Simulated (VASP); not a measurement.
# InP (Fm-3m) in VASP: further runs

One crystal, InP, is run at these levels: PBE, r2SCAN; tasks: Wannier functions by SCDM, equation of state, elastic constants.

Everything below comes from runs of VASP 6.6.1. Logs are shortened: lines on timing, memory, paths and dates and some standing lists are left out, and cuts for length are marked.

## 1. The structure

It takes space group Fm-3m (No. 225, cubic). The conventional cell has a = 5.538 Å, b = 5.538 Å, c = 5.538 Å, α = 90.00°, β = 90.00°, γ = 90.00°. In (site symmetry m-3m) is surrounded by 6 P at 2.77 Å. Around P (site symmetry m-3m) lie 6 In at 2.77 Å.

Measurements of this composition are mostly on another form, of space group No. 216.

## 2. Wannier functions by SCDM, PBE

POSCAR

```
InP
1.0
    0.0000000000      2.7688340000      2.7688340000
    2.7688340000      0.0000000000      2.7688340000
    2.7688340000      2.7688340000      0.0000000000
In P
1 1
Direct
    0.0000000000      0.0000000000      0.0000000000
    0.5000000000      0.5000000000      0.5000000000
```

INCAR.step1

```
PREC = Accurate ; ENCUT = 520
EDIFF = 1E-6 ; ISMEAR = 0
SIGMA = 0.02 ; LREAL = False
LASPH = True ; NELM = 100
ALGO = Normal ; ISIF = 2
LWAVE = True ; LCHARG = True
GGA = PE
```

INCAR.step2

```
PREC = Accurate ; ENCUT = 520
EDIFF = 1E-6 ; ISMEAR = 0
SIGMA = 0.02 ; LREAL = False
LASPH = True ; NELM = 100
ALGO = Normal ; ISIF = 2
LWAVE = False ; LCHARG = False
GGA = PE ; ISTART = 1
ICHARG = 11 ; ISYM = -1
NUM_WANN = 9 ; LSCDM = True
```

KPOINTS

```
Automatic mesh
0
Gamma
  4 4 4
```

KPOINTS_OPT

```
path GXWKGLUWLK,UX
12
line-mode
reciprocal
 0.0000000000  0.0000000000  0.0000000000  G
 0.5000000000  0.0000000000  0.5000000000  X

 0.5000000000  0.0000000000  0.5000000000  X
 0.5000000000  0.2500000000  0.7500000000  W

 0.5000000000  0.2500000000  0.7500000000  W
 0.3750000000  0.3750000000  0.7500000000  K

 0.3750000000  0.3750000000  0.7500000000  K
 0.0000000000  0.0000000000  0.0000000000  G

 0.0000000000  0.0000000000  0.0000000000  G
 0.5000000000  0.5000000000  0.5000000000  L

 0.5000000000  0.5000000000  0.5000000000  L
 0.6250000000  0.2500000000  0.6250000000  U

 0.6250000000  0.2500000000  0.6250000000  U
 0.5000000000  0.2500000000  0.7500000000  W

 0.5000000000  0.2500000000  0.7500000000  W
 0.5000000000  0.5000000000  0.5000000000  L

 0.5000000000  0.5000000000  0.5000000000  L
 0.3750000000  0.3750000000  0.7500000000  K

 0.6250000000  0.2500000000  0.6250000000  U
 0.5000000000  0.0000000000  0.5000000000  X
```

KPOINTS_WAN

```
path GXWKGLUWLK,UX
12
line-mode
reciprocal
 0.0000000000  0.0000000000  0.0000000000  G
 0.5000000000  0.0000000000  0.5000000000  X

 0.5000000000  0.0000000000  0.5000000000  X
 0.5000000000  0.2500000000  0.7500000000  W

 0.5000000000  0.2500000000  0.7500000000  W
 0.3750000000  0.3750000000  0.7500000000  K

 0.3750000000  0.3750000000  0.7500000000  K
 0.0000000000  0.0000000000  0.0000000000  G

 0.0000000000  0.0000000000  0.0000000000  G
 0.5000000000  0.5000000000  0.5000000000  L

 0.5000000000  0.5000000000  0.5000000000  L
 0.6250000000  0.2500000000  0.6250000000  U

 0.6250000000  0.2500000000  0.6250000000  U
 0.5000000000  0.2500000000  0.7500000000  W

 0.5000000000  0.2500000000  0.7500000000  W
 0.5000000000  0.5000000000  0.5000000000  L

 0.5000000000  0.5000000000  0.5000000000  L
 0.3750000000  0.3750000000  0.7500000000  K

 0.6250000000  0.2500000000  0.6250000000  U
 0.5000000000  0.0000000000  0.5000000000  X
```

Potentials or basis: VASP PAW PBE potentials, release 64 (In_d, P).

Started as:

```sh
> cat potpaw_PBE.64/In_d/POTCAR potpaw_PBE.64/P/POTCAR > POTCAR
> cp INCAR.step1 INCAR
> mpirun -np 1 vasp_std > vasp.out
> cp INCAR.step2 INCAR
> mpirun -np 1 vasp_std > vasp.out
```

OUTCAR:

```text
PREC = Accurate
   ENCUT = 520
   EDIFF = 1E-6
   ISMEAR = 0
   LREAL = False
   LASPH = True
   NELM = 100
   ISIF = 2
   GGA = PE
   ISTART = 1
   ICHARG = 11
   ISYM = -1

 ion  position               nearest neighbor table
   1  0.000  0.000  0.000-   2 2.77   2 2.77   2 2.77   2 2.77   2 2.77   2 2.77
   2  0.500  0.500  0.500-   1 2.77   1 2.77   1 2.77   1 2.77   1 2.77   1 2.77

IMPORTANT INFORMATION: All symmetrisations will be switched off!
NOSYMM: (Re-)initialisation of all symmetry stuff for point group C_1.

----------------------------------------------------------------------------------------

                                     Primitive cell

  volume of cell :      42.4542

  direct lattice vectors                    reciprocal lattice vectors
     0.000000000  2.768834000  2.768834000    -0.180581429  0.180581429  0.180581429
     2.768834000  0.000000000  2.768834000     0.180581429 -0.180581429  0.180581429
     2.768834000  2.768834000  0.000000000     0.180581429  0.180581429 -0.180581429

  length of vectors
     3.915722595  3.915722595  3.915722595     0.312776210  0.312776210  0.312776210

  position of ions in fractional coordinates (direct lattice)
     0.000000000  0.000000000  0.000000000
     0.500000000  0.500000000  0.500000000

  ion indices of the primitive-cell ions
   primitive index   ion index
                 1           1
                 2           2

----------------------------------------------------------------------------------------

 KPOINTS: Automatic mesh

Automatic generation of k-mesh.
 Grid dimensions read from file:
 generate k-points for:    4    4    4

 Generating k-lattice:

  Cartesian coordinates                     Fractional coordinates (reciprocal lattice)
    -0.045145357  0.045145357  0.045145357     0.250000000  0.000000000  0.000000000
     0.045145357 -0.045145357  0.045145357     0.000000000  0.250000000  0.000000000
     0.045145357  0.045145357 -0.045145357     0.000000000  0.000000000  0.250000000

  Length of vectors
     0.078194052  0.078194052  0.078194052

  Shift w.r.t. Gamma in fractional coordinates (k-lattice)
     0.000000000  0.000000000  0.000000000

 Subroutine IBZKPT returns following result:
 ===========================================

 Found     64 irreducible k-points:

 Following reciprocal coordinates:
            Coordinates               Weight
  0.000000  0.000000  0.000000      1.000000
  0.250000  0.000000  0.000000      1.000000
  0.500000  0.000000  0.000000      1.000000
 -0.250000  0.000000  0.000000      1.000000
  0.000000  0.250000  0.000000      1.000000
  0.250000  0.250000  0.000000      1.000000
[... 16 lines left out ...]
  0.500000  0.250000  0.250000      1.000000
 -0.250000  0.250000  0.250000      1.000000
 [... further k-points ...]
   k-points           NKPTS =     64   k-points in BZ     NKDIM =     64   number of bands    NBANDS=     13
   number of dos      NEDOS =    301   number of ions     NIONS =      2
   total plane-waves  NPLWV =  27000
   dimension x,y,z NGX =    30 NGY =   30 NGZ =   30
   dimension x,y,z NGXF=    60 NGYF=   60 NGZF=   60
   ions per type =               1   1
   NGX,Y,Z   is equivalent  to a cutoff of  12.74, 12.74, 12.74 a.u.
   NGXF,Y,Z  is equivalent  to a cutoff of  25.47, 25.47, 25.47 a.u.
 SYSTEM =  unknown system
   PREC   = accura    normal or accurate (medium, high low for compatibility)
   ISTART =      1    job   : 0-new  1-cont  2-samecut
   ICHARG =     11    charge: 1-file 2-atom 10-const
   ISPIN  =      1    spin polarized calculation?
   LNONCOLLINEAR =      F non collinear calculations
   LSORBIT =      F    spin-orbit coupling
   LASPH  =      T    aspherical Exc in radial PAW
   ENCUT  =  520.0 eV  38.22 Ry    6.18 a.u.   7.28  7.28  7.28*2*pi/ulx,y,z
   NELM   =    100;   NELMIN=  2; NELMDL=  0     # of ELM steps
   EDIFF  = 0.1E-05   stopping-criterion for ELM
   LREAL  =      F    real-space projection
   EDIFFG = 0.1E-04   stopping-criterion for IOM
   NSW    =      0    number of steps for IOM
   IBRION =     -1    ionic relax: 0-MD 1-quasi-New 2-CG
   NFREE  =      0    steps in history (QN), initial steepest desc. (CG)
   ISIF   =      2    stress and relaxation
   ISYM   =     -1    0-nonsym 1-usesym 2-fastsym
   POTIM  = 0.5000    time-step for ionic-motion
   TEBEG  =    0.0;   TEEND  =   0.0 temperature during run
   PSTRESS=    0.0 pullay stress
   NELECT =      18.0000    total number of electrons
   NUPDOWN=      -1.0000    fix difference up-down
   EMIN   =  10.00;   EMAX   =-10.00  energy-range for DOS
   EFERMI =   0.00;   METHOD = LEGACY
   ISMEAR =     0;   SIGMA  =   0.02  broadening in eV -4-tet -1-fermi 0-gaus
   EFERMI_NEDOS =   21; number of points for ismear=-14 and -15
   IALGO  =     38    algorithm
   IMIX   =      4    mixing-type and parameters
     AMIX     =   0.40;   BMIX     =  1.00
     AMIX_MAG =   1.60;   BMIX_MAG =  1.00
  volume/ion in A,a.u.               =      21.23       143.25
  Fermi-wavevector in a.u.,A,eV,Ry     =   1.229869  2.324115 20.579860  1.512577
  Thomas-Fermi vector in A             =   2.364739
   LORBIT       =      0    0 simple, 1 ext, 2 COOP (PROOUT), +10 PAW based schemes
   GGA     = PE    functional components
   LHFCALC =     F    Hartree Fock is set to
   AEXX    =    0.0000 exact exchange contribution
   IVDW    =     0    specifies the selected vdW correction
   LEPSILON=     F    determine dielectric tensor
   LRPA    =     F    only Hartree local field effects (RPA)
 non-spin polarized calculation
 Gauss-broadening in eV      SIGMA  =   0.02
  energy-cutoff  :      520.00
  volume of cell :       42.45
 maximum number of plane-waves:      1162
 NGX is ok and might be reduce to    30

 number of electron      18.0000009 magnetization

 Free energy of the ion-electron system (eV)
  ---------------------------------------------------
  ext. energy  EPLUGINS =         0.00000000
  ---------------------------------------------------
  free energy    TOTEN  =        -7.65433417 eV

  energy without entropy =       -7.65299351  energy(sigma->0) =       -7.65366384

 E-fermi :   7.3180     XC(G=0): -10.3737

 val. band max:        7.3134977974   @ k =   0.0000   0.0000   0.5000
 cond. band min:       7.6179417575   @ k =   0.0000  -0.2500   0.5000
 fundamental gap:      0.3044439601
 Fermi energy:         7.3180039232

 k-point     1 :       0.0000    0.0000    0.0000
  band No.  band energies     occupation
      1      -7.3258      2.00000
      2      -7.3258      2.00000
      3      -7.3081      2.00000
      4      -7.3081      2.00000
      5      -7.3081      2.00000
      6      -4.8815      2.00000
      7       6.8807      2.00000
      8       6.8807      2.00000
      9       6.8807      2.00000
     10       7.6304      0.00000
     11      14.1748      0.00000
     12      14.1748      0.00000
     13      14.1748      0.00000

 k-point     2 :       0.2500    0.0000    0.0000
  band No.  band energies     occupation
      1      -7.3545      2.00000
      2      -7.3545      2.00000
      3      -7.3110      2.00000
      4      -7.2690      2.00000
      5      -7.2690      2.00000
      6      -4.1162      2.00000
      7       3.0849      2.00000
      8       7.0228      2.00000
      9       7.0228      2.00000
     10       9.8536      0.00000
     11      12.0819      0.00000
     12      12.0820      0.00000
     13      12.5114      0.00000

 k-point     3 :       0.5000    0.0000    0.0000
  band No.  band energies     occupation
      1      -7.3853      2.00000
      2      -7.3853      2.00000
      3      -7.3176      2.00000
      4      -7.2271      2.00000
      5      -7.2271      2.00000
      6      -2.7541      2.00000
      7       0.4170      2.00000
      8       7.3135      1.25000
      9       7.3135      1.24999
     10       9.5821      0.00000
     11      10.4417      0.00000
     12      10.4417      0.00000
     13      12.2648      0.00000

 k-point     4 :      -0.2500    0.0000    0.0000
  band No.  band energies     occupation
      1      -7.3545      2.00000
      2      -7.3545      2.00000
      3      -7.3110      2.00000
      4      -7.2690      2.00000
      5      -7.2690      2.00000
      6      -4.1162      2.00000
      7       3.0849      2.00000
      8       7.0228      2.00000
      9       7.0228      2.00000
     10       9.8536      0.00000
     11      12.0819      0.00000
     12      12.0820      0.00000
     13      12.5114      0.00000

 k-point     5 :       0.0000    0.2500    0.0000
  band No.  band energies     occupation
      1      -7.3545      2.00000
      2      -7.3545      2.00000
      3      -7.3110      2.00000
      4      -7.2690      2.00000
      5      -7.2690      2.00000
      6      -4.1162      2.00000
      7       3.0849      2.00000
      8       7.0228      2.00000
      9       7.0228      2.00000
     10       9.8536      0.00000
     11      12.0819      0.00000
     12      12.0820      0.00000
     13      12.5114      0.00000
[... 257 lines left out ...]
 k-point    22 :       0.2500    0.2500    0.2500
  band No.  band energies     occupation
      1      -7.3545      2.00000
      2      -7.3545      2.00000
      3      -7.3110      2.00000
      4      -7.2690      2.00000
      5      -7.2690      2.00000
      6      -4.1162      2.00000
      7       3.0849      2.00000
      8       7.0228      2.00000
      9       7.0228      2.00000
     10       9.8536      0.00000
     11      12.0820      0.00000
     12      12.0820      0.00000
     13      12.5114      0.00000

 k-point    23 :       0.5000    0.2500    0.2500
  band No.  band energies     occupation
      1      -7.4170      2.00000
      2      -7.3627      2.00000
      3      -7.2894      2.00000
      4      -7.2616      2.00000
      5      -7.2491      2.00000
      6      -2.9233      2.00000
      7       1.8980      2.00000
      8       4.2565      2.00000
      9       7.0353      2.00000
     10       9.3655      0.00000
     11      11.4369      0.00000
     12      12.1393      0.00000
     13      13.5673      0.00000

 k-point    24 :      -0.2500    0.2500    0.2500
  band No.  band energies     occupation
      1      -7.4984      2.00000
      2      -7.3292      2.00000
      3      -7.3186      2.00000
      4      -7.2421      2.00000
      5      -7.2164      2.00000
      6      -2.3290      2.00000
      7       1.5250      2.00000
      8       4.4366      2.00000
      9       5.7030      2.00000
     10       7.6179      0.00000
     11      12.3788      0.00000
     12      13.3703      0.00000
     13      14.2363      0.00000

 [... further k-points ...]

------------------------ aborting loop because EDIFF is reached ----------------------------------------

  FORCE on cell =-STRESS in cart. coord.  units (eV):
  Direction    XX          YY          ZZ          XY          YZ          ZX
  --------------------------------------------------------------------------------------
  -------------------------------------------------------------------------------------
  Total        0.0288484      0.0288674      0.0288482      0.0000042      0.0000011      0.0000007
  in kB        1.0887096      1.0894272      1.0887008      0.0001588      0.0000397      0.0000260
  external PRESSURE =       1.0889459 kB  Pullay stress =       0.0000000 kB

 VOLUME and BASIS-vectors are now :
 -----------------------------------------------------------------------------
  energy-cutoff  :      520.00
  volume of cell :       42.45
      direct lattice vectors                 reciprocal lattice vectors
     0.000000000  2.768834000  2.768834000    -0.180581429  0.180581429  0.180581429
     2.768834000  0.000000000  2.768834000     0.180581429 -0.180581429  0.180581429
     2.768834000  2.768834000  0.000000000     0.180581429  0.180581429 -0.180581429

 POSITION                                       TOTAL-FORCE (eV/Angst)
 -----------------------------------------------------------------------------------
      0.00000      0.00000      0.00000         0.000000      0.000000      0.000000
      2.76883      2.76883      2.76883        -0.000000     -0.000000     -0.000000
 -----------------------------------------------------------------------------------
    total drift:                                0.000000     -0.000000      0.000000

  FREE ENERGIE OF THE ION-ELECTRON SYSTEM (eV)
  ---------------------------------------------------
  free  energy   TOTEN  =        -7.6543341698 eV

  energy  without entropy=       -7.6529935121  energy(sigma->0) =       -7.65366384
```

Run time: 74 s. Hardware: 1 thread of Intel Xeon Platinum 8559C (Emerald Rapids), shared host; peak memory 0.19 GiB.

Results:

| Property | Result |
| --- | --- |
| Band gap along the path | none (metal or under the smearing width) |

Levels at the corners of the path, in eV from the Fermi level:
```csv
point,band 5,band 6,band 7,band 8,band 9,band 10,band 11,band 12,band 13
Γ,-14.63,-12.20,-0.44,-0.44,-0.44,0.31,6.86,6.86,6.86
X,-14.52,-8.99,-5.16,-2.81,-2.53,-2.53,3.59,9.63,9.68
X,-14.52,-8.99,-5.16,-2.81,-2.53,-2.53,3.59,9.63,9.64
W,-14.52,-8.93,-4.99,-4.09,-4.09,2.19,4.31,6.52,6.52
W,-14.52,-8.93,-4.99,-4.09,-4.09,2.19,4.31,6.52,6.52
K,-14.53,-9.05,-5.35,-4.59,-1.86,-0.10,5.23,6.74,8.27
K,-14.53,-9.05,-5.35,-4.59,-1.86,-0.10,5.23,6.74,8.26
Γ,-14.63,-12.20,-0.44,-0.44,-0.44,0.31,6.86,6.86,6.86
Γ,-14.63,-12.20,-0.44,-0.44,-0.44,0.31,6.86,6.86,6.86
L,-14.55,-10.07,-6.90,0.00,0.00,2.26,3.12,3.12,4.95
L,-14.55,-10.07,-6.90,0.00,0.00,2.26,3.12,3.12,4.95
U,-14.53,-9.05,-5.35,-4.59,-1.86,-0.10,5.23,6.74,8.29
U,-14.53,-9.05,-5.35,-4.59,-1.86,-0.10,5.23,6.74,8.26
W,-14.52,-8.93,-4.99,-4.09,-4.09,2.19,4.31,6.52,6.52
W,-14.52,-8.93,-4.99,-4.09,-4.09,2.19,4.31,6.52,6.52
L,-14.55,-10.07,-6.90,0.00,0.00,2.26,3.12,3.12,4.95
L,-14.55,-10.07,-6.90,0.00,0.00,2.26,3.12,3.12,4.95
K,-14.53,-9.05,-5.35,-4.59,-1.86,-0.10,5.23,6.74,8.26
U,-14.53,-9.05,-5.35,-4.59,-1.86,-0.10,5.23,6.74,8.27
X,-14.52,-8.99,-5.16,-2.81,-2.53,-2.53,3.59,9.63,9.71
```

Caveat: the k mesh is coarse (spacing up to 0.49 Å⁻¹), so the values aren't converged; spin-orbit coupling is left out, which moves the levels of the heavy elements.

[end of part 1 of 2]
